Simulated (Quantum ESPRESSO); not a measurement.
Crystal: BN.

```
N B
1.0
     2.55394    0.00000    0.00000
    -1.27697    2.21178    0.00000
     0.00000    0.00000    4.22685
N B
2 2
Cartesian
  0.0000 1.4745 0.5295
  1.2770 0.7373 2.6430
  0.0000 1.4745 2.1123
  1.2770 0.7373 4.2257
```

Measurements of this composition are mostly on another form, of space group No. 194.

Base run:

* Program: Quantum ESPRESSO 7.5
* Functional: BLYP
* Potentials or basis: GBRV 1.5 PBE
* Cutoff: 612 eV
* Density cutoff: 4898 eV
* k mesh: 8 × 8 × 4, shifted
* Occupations: fermi-dirac, width 0.05 eV
* Spin: no spin polarisation

Its results: pressure 9.0 GPa; largest force 0.023 eV/Å; electronic dielectric tensor (diagonal) 4.47, 4.47, 4.63.

Task: After a change of settings the same cell gave: pressure -4.9 GPa; largest force 0.013 eV/Å; electronic dielectric tensor (diagonal) 4.61, 4.61, 4.77. Which change was it?
A. functional from BLYP to AM05
B. functional from BLYP to PBE
C. functional from BLYP to LDA; potentials or basis from GBRV 1.5 PBE to GBRV 1.5 LDA
D. functional from BLYP to WC

Result: D.

WC binds more tightly than BLYP, so the same cell stands under less pressure.

Caveats: the potentials were made for another functional, which shifts forces and pressure; the cell is more than 3 GPa from zero pressure, which shifts response properties.
